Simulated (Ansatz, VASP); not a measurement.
NaF in VASP and in Ansatz

```
Na F
1.0
     2.79349    0.00000    0.00000
     0.00000    2.79349    0.00000
     0.00000    0.00000    2.79349
Na F
1 1
Direct
  0.00000 0.00000 0.00000
  0.50000 0.50000 0.50000
```

Alike in both runs: task single point; functional HSE06; k mesh 6 × 6 × 6; no spin polarisation.

|  | VASP | Ansatz |
| --- | --- | --- |
| version | VASP 6.6.1 | Ansatz 0.2.0 |
| potentials or method | VASP PAW PBE potentials, release 64 (Na_pv, F) | plane waves, PAW |
| plane-wave cutoff (eV) | 520 | 420 |
| occupations | gaussian, width 0.01 eV | fixed |
| valence electrons in the cell | 14 | 16 |

```csv
,VASP,Ansatz,Ansatz less VASP
gap on the k mesh at the Fermi level (eV),8.30,8.33,+0.035
pressure (GPa),1.9,1.8,-0.09
```

The two sets of potentials don't hold the same shells in valence. Ansatz warned: «stress_exchange_threshold_loose».

Caveats: the PAW data sets were made with another functional, which shifts forces and pressure a little (VASP). A k mesh can miss the band edges.
